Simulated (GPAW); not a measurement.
# BeTe (F-43m) in GPAW: notebook

The runs below take BeTe through single point, with PBE.

Everything below comes from runs of GPAW 26.7.0. Logs are shortened: lines on timing, memory, paths and dates and some standing lists are left out, and cuts for length are marked. The log counts tension as positive stress, the text compression.

**1. Starting point**

Symmetry: F-43m, No. 216, cubic system. Conventional cell: a = 5.540 Å, b = 5.540 Å, c = 5.540 Å, α = 90.00°, β = 90.00°, γ = 90.00°. Te (site symmetry -43m) is surrounded by 4 Be at 2.40 Å. Be (site symmetry -43m) is surrounded by 4 Te at 2.40 Å.

**2. Single point, PBE**

File run.py:

```python
from ase.dft.bandgap import bandgap
from ase.io import read, write
from ase.units import GPa
from gpaw import GPAW, PW

atoms = read('BeTe.xyz')

calc = GPAW(mode=PW(800),
            xc='PBE',
            kpts={'size': (8, 8, 8), 'gamma': True},
            occupations={'name': 'methfessel-paxton', 'order': 0, 'width': 0.02},
            nbands=11,
            convergence={'density': 1e-05, 'energy': 1e-05},
            maxiter=150,
            txt='gpaw.txt')
atoms.calc = calc
energy = atoms.get_potential_energy()
forces = atoms.get_forces()
stress = atoms.get_stress()
calc.write('gs.gpw')
write('result.traj', atoms)
print(f'Energy: {energy:.6f} eV')
print('Forces (eV/A):')
print(forces.round(4))
print('Stress (GPa):', (stress / GPa).round(3))
print('Fermi level:', round(calc.get_fermi_level(), 4), 'eV')
print(f'Gap: {bandgap(calc)[0]:.4f} eV, direct: {bandgap(calc, direct=True)[0]:.4f} eV')
```

File BeTe.xyz:

```xyz
2
Lattice="0.0000000000 2.7700000000 2.7700000000 2.7700000000 0.0000000000 2.7700000000 2.7700000000 2.7700000000 0.0000000000" Properties=species:S:1:pos:R:3 pbc="T T T"
Te     4.1550000000      4.1550000000      4.1550000000
Be     0.0000000000      0.0000000000      0.0000000000
```

Potentials or basis: GPAW PAW data sets (gpaw-data 1.2.1), pw.

Run with:

```console
OMP_NUM_THREADS=1 python run.py
```

gpaw.txt:

```text
__  _  _
 | _ |_)|_||  |
 |__||  | ||/\| - 26.7.0

Input parameters:
  mode=PW(ecut=800.0),
  convergence={'density': 1e-05, 'energy': 1e-05},
  kpts=MonkhorstPack(size=(8, 8, 8), gamma=True),
  maxiter=150,
  nbands=11,
  occupations=Occupations(name='methfessel-paxton', order=0, width=0.02),
  xc=XC(name='PBE')

Diagonalizing LCAO Hamiltonian
Converting LCAO to pw mode

                    Te

       Be

Atoms  # Å, Bohr magnetons
|   | symbol |        x |        y |        z |    initial magnetic moments |
|---|--------|----------|----------|----------|-----------------------------|
| 0 |     Te | 4.155000 | 4.155000 | 4.155000 | ( 0.0000,  0.0000,  0.0000) |
| 1 |     Be | 0.000000 | 0.000000 | 0.000000 | ( 0.0000,  0.0000,  0.0000) |

Unit cell  # Å
| periodic |        x |        y |        z |  lengths |    angles |
|----------|----------|----------|----------|----------|-----------|
|      yes | 0.000000 | 2.770000 | 2.770000 | 3.917372 | 60.000000 |
|      yes | 2.770000 | 0.000000 | 2.770000 | 3.917372 | 60.000000 |
|      yes | 2.770000 | 2.770000 | 0.000000 | 3.917372 | 60.000000 |

Number of symmetries: 24
Symmetry operations  # r_c * U_cc + t_c -> r_c
|    | kind |            matrix            |
|----|------|------------------------------|
|  0 |  E   |  1, 0, 0,  0, 1, 0,  0, 0, 1 |
|  1 |  σ   |  1, 0, 0,  0, 0, 1,  0, 1, 0 |
|  2 |  σ   |  1, 0,-1,  0, 1,-1,  0, 0,-1 |
|  3 |  C3  |  1, 0,-1,  0, 0,-1,  0, 1,-1 |
|  4 |  C3  |  1,-1, 0,  0,-1, 1,  0,-1, 0 |
|  5 |  σ   |  1,-1, 0,  0,-1, 0,  0,-1, 1 |
|  6 |  σ   |  0, 1, 0,  1, 0, 0,  0, 0, 1 |
|  7 |  C3  |  0, 1, 0,  0, 0, 1,  1, 0, 0 |
|  8 |  C2  |  0, 1,-1,  1, 0,-1,  0, 0,-1 |
|  9 |  S4  |  0, 1,-1,  0, 0,-1,  1, 0,-1 |
| 10 |  C3  |  0, 0, 1,  1, 0, 0,  0, 1, 0 |
| 11 |  σ   |  0, 0, 1,  0, 1, 0,  1, 0, 0 |
| 12 |  S4  |  0, 0,-1,  1, 0,-1,  0, 1,-1 |
| 13 |  C3  |  0, 0,-1,  0, 1,-1,  1, 0,-1 |
| 14 |  S4  |  0,-1, 1,  1,-1, 0,  0,-1, 0 |
| 15 |  C2  |  0,-1, 1,  0,-1, 0,  1,-1, 0 |
| 16 |  C3  |  0,-1, 0,  1,-1, 0,  0,-1, 1 |
| 17 |  S4  |  0,-1, 0,  0,-1, 1,  1,-1, 0 |
| 18 |  S4  | -1, 1, 0, -1, 0, 1, -1, 0, 0 |
| 19 |  C3  | -1, 1, 0, -1, 0, 0, -1, 0, 1 |
| 20 |  C3  | -1, 0, 1, -1, 1, 0, -1, 0, 0 |
| 21 |  S4  | -1, 0, 1, -1, 0, 0, -1, 1, 0 |
| 22 |  σ   | -1, 0, 0, -1, 1, 0, -1, 0, 1 |
| 23 |  C2  | -1, 0, 0, -1, 0, 1, -1, 1, 0 |

BZ-sampling:
  Number of BZ points: 512
  Number of IBZ points: 29

  Monkhorst-Pack size: [8, 8, 8]
  Monkhorst-Pack shift: [0.0625, 0.0625, 0.0625]

K-points  # in reciprocal-cell coordinates
|     |                                coordinates |     weight |
|-----|--------------------------------------------|------------|
|   0 | (  0.00000000,   0.00000000,   0.00000000) | 0.00195312 |
|   1 | (  0.12500000,   0.12500000,   0.00000000) | 0.01171875 |
|   2 | (  0.12500000,   0.12500000,   0.12500000) | 0.01562500 |
|   3 | (  0.25000000,   0.12500000,   0.12500000) | 0.02343750 |
|   4 | (  0.25000000,   0.25000000,   0.00000000) | 0.01171875 |
|   5 | (  0.25000000,   0.25000000,   0.12500000) | 0.04687500 |
|   6 | (  0.25000000,   0.25000000,   0.25000000) | 0.01562500 |
|   7 | (  0.37500000,   0.25000000,  -0.37500000) | 0.04687500 |
|   8 | (  0.37500000,   0.25000000,   0.12500000) | 0.04687500 |
|   9 | (  0.37500000,   0.25000000,   0.25000000) | 0.04687500 |
| ... |                                            |            |
|  28 | (  0.50000000,   0.50000000,   0.50000000) | 0.00781250 |

Plane wave coefficients: 2204
Cutoff: 800.0 eV

Spin-components: 1 (collinear spins)
Bands:           11
Projectors:      8
Spin-degeneracy: 2
Datatype:        complex128

Parallelization:
  kpt:    1
  domain: 1
  band:   1

Density:
  Valence electrons: 8.0
  Components: 1
  Grid points: [27 27 27]
  Charge: 0.0  # |e|

Potential:
  Grid points: [27 27 27]

species:
  Te:
    name:    Tellurium
    Z:       52.0
    valence: 6
    core:    46
    charge:  0.0  # [|e|]
    compensation charges:
      type: gauss
      rc: 0.36  # [Å]
      lmax: 2
    cutoffs:
      filter: 2.09  # [Å]
      core: 3.17  # [Å]
    projectors
    | kind |    occ | energy [eV] | rcut [Å] |
    |------|--------|-------------|----------|
    |   5s |  2.000 |     -15.089 |    1.180 |
    |   5p |  4.000 |      -5.955 |    1.196 |
    |    s |        |      12.123 |    1.180 |
    |    p |        |      21.256 |    1.196 |
    |    d |        |       0.000 |    1.238 |

    Using partial waves for Te as LCAO basis

  Be:
    name:    Beryllium
    Z:       4.0
    valence: 2
    core:    2
    charge:  0.0  # [|e|]
    compensation charges:
      type: gauss
      rc: 0.25  # [Å]
      lmax: 2
    cutoffs:
      filter: 1.42  # [Å]
      core: 1.77  # [Å]
    projectors
    | kind |    occ | energy [eV] | rcut [Å] |
    |------|--------|-------------|----------|
    |   2s |  2.000 |      -5.610 |    0.794 |
    |   2p |  0.000 |      -2.018 |    0.794 |
    |    s |        |      21.602 |    0.794 |

    Using partial waves for Be as LCAO basis

Reference energy: -185188.868407  # eV

eigensolver:
  PPCG
  Converge bands: occupied
  niter=2

density mixing:
  MSR1-Mixer
  Pratt-step length: 0.05
  Maximum mixing coefficient: 0.75
  Old densities: 10
  SVD Regularization: 0.005
  Good broyden scale: 1.0
  Trust region scale: 1.0
  Backstep threshold: 4.0
  History deletion threshold: 6.0
  Fourier metric: weight=20.0, sigma=0.015

occupation numbers:
  Methfessel-Paxton:
    width: 0.0200  # eV
    order: 0

poisson solver:
  ecut: 6400.0  # eV

xc functional:
  name: PBE with 2 nearest neighbor stencil

convergence criteria:
[... 6 lines left out ...]
|iter     | |      energy | eigst |  dens |
|---------|-|-------------|-------|-------|
|iter:   1| |   -7.753007 | -0.13 |       |
|iter:   2| |   -7.732445 | -2.16 | -0.91 |
|iter:   3| |   -7.606813 | -2.23 | -0.94 |
|iter:   4| |   -7.607223 | -3.17 | -1.54 |
|iter:   5| |   -7.607829 | -4.39 | -2.07 |
|iter:   6| |   -7.607871 | -5.55 | -2.67 |
|iter:   7| |   -7.607873c| -7.02 | -3.69 |
|iter:   8| |   -7.607873c| -7.88c| -4.09 |
|iter:   9| |   -7.607873c| -8.58c| -5.18c|

Converged in 9 steps
Energy contributions relative to reference atoms: (reference = -185188.868407)

Energy contributions:
  Kinetic:          18.484607
  Coulomb:         -16.522285
  Zero:              0.133810
  External:          0.000000
  Xc:               -9.704005
  Entropy:           0.000000
  Spinorbit:         0.000000
  ----------------------------
  Free energy:      -7.607873
  Extrapolated:     -7.607873

dipole moment: (-0.434384, -0.434384, -0.434384)  # |e|*Ang

Fermi level: 6.831
Eigenvalues  # (at kpt = [0.000, 0.000, 0.000])
| band index |      eig [eV] | occ [0-2] |
|------------|---------------|-----------|
|          0 |        -7.058 |     2.000 |
|          1 |         5.561 |     2.000 |
|          2 |         5.561 |     2.000 |
|          3 |         5.561 |     2.000 |
|          4 |         9.146 |     0.000 |
|          5 |         9.146 |     0.000 |
|          6 |         9.146 |     0.000 |
|          7 |         9.760 |     0.000 |
|          8 |        13.972 |     0.000 |
|          9 |        16.130 |     0.000 |
|         10 |        16.532 |     0.000 |

Gap: 1.858 eV
Transition (v -> c):
  (s=0, k=0, n=3, [0.00, 0.00, 0.00]) -> (s=0, k=24, n=4, [0.50, 0.50, 0.00])
Direct/indirect transitions are different
Direct gap: 3.585 eV
Transition at: (s=0, k=0, n=3, [0.00, 0.00, 0.00])

Forces  # eV/Ang
|        x |       y |        z |
|----------|---------|----------|
| -0.00000 | 0.00000 |  0.00000 |  # Te   0
|  0.00000 | 0.00000 | -0.00000 |  # Be   1

Stress tensor  # eV/Ang^3
|         x |         y |         z |
|-----------|-----------|-----------|
| -0.027604 |  0.000000 |  0.000000 |
|  0.000000 | -0.027604 |  0.000000 |
|  0.000000 |  0.000000 | -0.027604 |

# Writing to gs.gpw (mode='')
```

It took 16 s on 1 thread of Arm Neoverse V1, shared host; peak memory 0.16 GiB.

Results:

| Item | Value |
| --- | --- |
| Free energy | -7.6079 eV |
| Pressure | 4.4 GPa |
| Band gap on the k mesh | 1.86 eV, indirect (least direct gap 3.58 eV) |

Caveat: spin-orbit coupling is left out, which moves the levels of the heavy elements.

**3. Single point, PBE**

run.py, as its differences from that of step 2:

```diff
@@ -10,3 +10,3 @@
             kpts={'size': (8, 8, 8), 'gamma': True},
-            occupations={'name': 'methfessel-paxton', 'order': 0, 'width': 0.02},
+            occupations={'name': 'methfessel-paxton', 'order': 0, 'width': 0.025},
             nbands=11,
```

BeTe.xyz is that of step 2.

Potentials or basis: GPAW PAW data sets (gpaw-data 1.2.1), pw.

Run with:

```console
OMP_NUM_THREADS=1 python run.py
```

gpaw.txt:

```text
__  _  _
 | _ |_)|_||  |
 |__||  | ||/\| - 26.7.0

Input parameters:
  mode=PW(ecut=800.0),
  convergence={'density': 1e-05, 'energy': 1e-05},
  kpts=MonkhorstPack(size=(8, 8, 8), gamma=True),
  maxiter=150,
  nbands=11,
  occupations=Occupations(name='methfessel-paxton', order=0, width=0.025),
  xc=XC(name='PBE')

Diagonalizing LCAO Hamiltonian
Converting LCAO to pw mode

                    Te

       Be

Atoms  # Å, Bohr magnetons
|   | symbol |        x |        y |        z |    initial magnetic moments |
|---|--------|----------|----------|----------|-----------------------------|
| 0 |     Te | 4.155000 | 4.155000 | 4.155000 | ( 0.0000,  0.0000,  0.0000) |
| 1 |     Be | 0.000000 | 0.000000 | 0.000000 | ( 0.0000,  0.0000,  0.0000) |

Unit cell  # Å
| periodic |        x |        y |        z |  lengths |    angles |
|----------|----------|----------|----------|----------|-----------|
|      yes | 0.000000 | 2.770000 | 2.770000 | 3.917372 | 60.000000 |
|      yes | 2.770000 | 0.000000 | 2.770000 | 3.917372 | 60.000000 |
|      yes | 2.770000 | 2.770000 | 0.000000 | 3.917372 | 60.000000 |

Number of symmetries: 24
Symmetry operations  # r_c * U_cc + t_c -> r_c
|    | kind |            matrix            |
|----|------|------------------------------|
|  0 |  E   |  1, 0, 0,  0, 1, 0,  0, 0, 1 |
|  1 |  σ   |  1, 0, 0,  0, 0, 1,  0, 1, 0 |
|  2 |  σ   |  1, 0,-1,  0, 1,-1,  0, 0,-1 |
|  3 |  C3  |  1, 0,-1,  0, 0,-1,  0, 1,-1 |
|  4 |  C3  |  1,-1, 0,  0,-1, 1,  0,-1, 0 |
|  5 |  σ   |  1,-1, 0,  0,-1, 0,  0,-1, 1 |
|  6 |  σ   |  0, 1, 0,  1, 0, 0,  0, 0, 1 |
|  7 |  C3  |  0, 1, 0,  0, 0, 1,  1, 0, 0 |
[... 147 lines left out ...]
|iter     | |      energy | eigst |  dens |
|---------|-|-------------|-------|-------|
|iter:   1| |   -7.753007 | -0.13 |       |
|iter:   2| |   -7.732445 | -2.16 | -0.91 |
|iter:   3| |   -7.606813 | -2.23 | -0.94 |
|iter:   4| |   -7.607223 | -3.17 | -1.54 |
|iter:   5| |   -7.607829 | -4.39 | -2.07 |
|iter:   6| |   -7.607871 | -5.55 | -2.67 |
|iter:   7| |   -7.607873c| -7.02 | -3.69 |
|iter:   8| |   -7.607873c| -7.88c| -4.09 |
|iter:   9| |   -7.607873c| -8.58c| -5.18c|

Converged in 9 steps
Energy contributions relative to reference atoms: (reference = -185188.868407)

Energy contributions:
  Kinetic:          18.484607
  Coulomb:         -16.522285
  Zero:              0.133810
  External:          0.000000
  Xc:               -9.704005
  Entropy:          -0.000000
  Spinorbit:         0.000000
  ----------------------------
  Free energy:      -7.607873
  Extrapolated:     -7.607873

dipole moment: (-0.434384, -0.434384, -0.434384)  # |e|*Ang

Fermi level: 6.831
Eigenvalues  # (at kpt = [0.000, 0.000, 0.000])
| band index |      eig [eV] | occ [0-2] |
|------------|---------------|-----------|
|          0 |        -7.058 |     2.000 |
|          1 |         5.561 |     2.000 |
|          2 |         5.561 |     2.000 |
|          3 |         5.561 |     2.000 |
|          4 |         9.146 |     0.000 |
|          5 |         9.146 |     0.000 |
|          6 |         9.146 |     0.000 |
|          7 |         9.760 |     0.000 |
|          8 |        13.972 |     0.000 |
|          9 |        16.130 |     0.000 |
|         10 |        16.532 |     0.000 |

Gap: 1.858 eV
Transition (v -> c):
  (s=0, k=0, n=3, [0.00, 0.00, 0.00]) -> (s=0, k=24, n=4, [0.50, 0.50, 0.00])
Direct/indirect transitions are different
Direct gap: 3.585 eV
Transition at: (s=0, k=0, n=3, [0.00, 0.00, 0.00])

Forces  # eV/Ang
|        x |       y |        z |
|----------|---------|----------|
| -0.00000 | 0.00000 |  0.00000 |  # Te   0
|  0.00000 | 0.00000 | -0.00000 |  # Be   1

Stress tensor  # eV/Ang^3
|         x |         y |         z |
|-----------|-----------|-----------|
| -0.027604 |  0.000000 |  0.000000 |
|  0.000000 | -0.027604 |  0.000000 |
|  0.000000 |  0.000000 | -0.027604 |

# Writing to gs.gpw (mode='')
```

Wall time 15 s (1 thread of Arm Neoverse V1, shared host); peak memory 0.16 GiB.

Results:

```yaml
Free_energy: -7.6079 eV
Pressure: 4.4 GPa
Band_gap_on_the_k_mesh: 1.86 eV, indirect (least direct gap 3.58 eV)
```

Levels at points of the mesh, in eV from the valence-band top:
```csv
k point,band 1,band 2,band 3,band 4,band 5,band 6,band 7
"(0.00, 0.00, 0.00)",-12.62,0.00,0.00,0.00,3.58,3.58,3.58
"(0.50, 0.50, 0.00)",-10.60,-5.38,-2.84,-2.84,1.86,2.61,10.09
"(0.50, 0.50, 0.50)",-11.15,-5.86,-1.22,-1.22,3.23,4.60,4.60
```

Caveat: spin-orbit coupling is left out, which moves the levels of the heavy elements.
